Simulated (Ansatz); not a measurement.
# Al2O3: the cost of one run

Computed with Ansatz 0.2.0 (DFT PBE, scalar-relativistic, plane waves, PAW, unless a step's input says otherwise).

2 further runs of the same task are left out: 1 that didn't finish, 1 set aside as unsound or not needed.

### 1 Starting point

Symmetry: Pnnm, No. 58, orthorhombic system. Conventional cell: a = 4.712 Å, b = 9.704 Å, c = 3.026 Å, α = 90.00°, β = 90.00°, γ = 90.00°. Al (site symmetry m) has 4 O at 1.68 to 1.82 Å as nearest neighbours. O (site symmetry m) is surrounded by 3 Al at 1.81 to 1.82 Å. O (site symmetry 2/m) is surrounded by 2 Al at 1.68 Å.

Coordinates:

```xyz
10
Lattice="4.7122 0.0000 0.0000 0.0000 9.7035 0.0000 0.0000 0.0000 3.0257" Properties=species:S:1:pos:R:3 pbc="T T T"
Al    2.0344    3.1979    1.5129
Al    2.6777    6.5057    1.5129
Al    4.3905    1.6539    0.0000
Al    0.3216    8.0496    0.0000
O     3.5556    2.2023    1.5129
O     0.0000    0.0000    0.0000
O     3.5127    7.0541    0.0000
O     1.1995    2.6494    0.0000
O     1.1566    7.5012    1.5129
O     2.3561    4.8518    1.5129
```

It goes back to an entry of the Materials Project, which need not be the stable form.

This cell was relaxed beforehand with the same method: volume 13.84 Å³/atom, gap on the mesh 3.41 eV.

### 2 The reference cell

The reference gives a free energy of -5568.8339 eV, pressure 0.02 GPa, largest force 0.003 eV/Å and gap on the mesh 3.41 eV. It was computed beforehand with the settings of the runs below.

### 3 The scan: freezing in a mode

Mode 4 of the phonon run on this cell, counted from the lowest, is frozen in: each atom moves by x times its row below, so x is the largest displacement.

```
atom      ux      uy     uz
 Al1   0.684  -0.103  0.000
 Al2  -0.684   0.103  0.000
 Al3   0.684   0.103  0.000
 Al4  -0.684  -0.103  0.000
  O5   0.926   0.379  0.000
  O6   0.000   0.000  0.000
  O7  -0.926   0.379  0.000
  O8   0.926  -0.379  0.000
  O9  -0.926  -0.379  0.000
 O10   0.000   0.000  0.000
```

### 4 Point x = -0.120 Å

File input.yaml:

```yaml
crystal:
  lattice:
    - [4.7121766311, 0.0, 0.0]
    - [0.0, 9.7035371733, 0.0]
    - [0.0, 0.0, 3.0257116887]
  atoms:
    - { symbol: Al, position: [0.4143112026, 0.3308329551, 0.5] }
    - { symbol: Al, position: [0.5856887974, 0.6691670449, 0.5] }
    - { symbol: Al, position: [0.9143112026, 0.1691670449, 0.0] }
    - { symbol: Al, position: [0.0856887974, 0.8308329551, 0.0] }
    - { symbol: O, position: [0.7309774651, 0.2222781907, 0.5] }
    - { symbol: O, position: [0.0, 0.0, 0.0] }
    - { symbol: O, position: [0.7690225349, 0.7222781907, 0.0] }
    - { symbol: O, position: [0.2309774651, 0.2777218093, 0.0] }
    - { symbol: O, position: [0.2690225349, 0.7777218093, 0.5] }
    - { symbol: O, position: [0.5, 0.5, 0.5] }
basis:
  ecutwfc: 420
kpoints:
  mp_grid: { grid: [6, 4, 8] }
hamiltonian:
  xc: pbe
scf:
  occupations: { method: gaussian, width: 0.05 }
output:
  forces: true
  stress: true
  eigenvalues: true
```

On the command line:

```bash
$ ansatz run input.yaml --threads 2 --pin off --max-ram 5120MiB --backend cpu --events-out ev --progress --plain --runs-dir out
```

Q: Estimate wall time and peak memory on 2 threads of Intel Xeon at 2.50GHz (Skylake/Cascade Lake), shared host.

About 25 s, with a peak of 0.53 GiB.
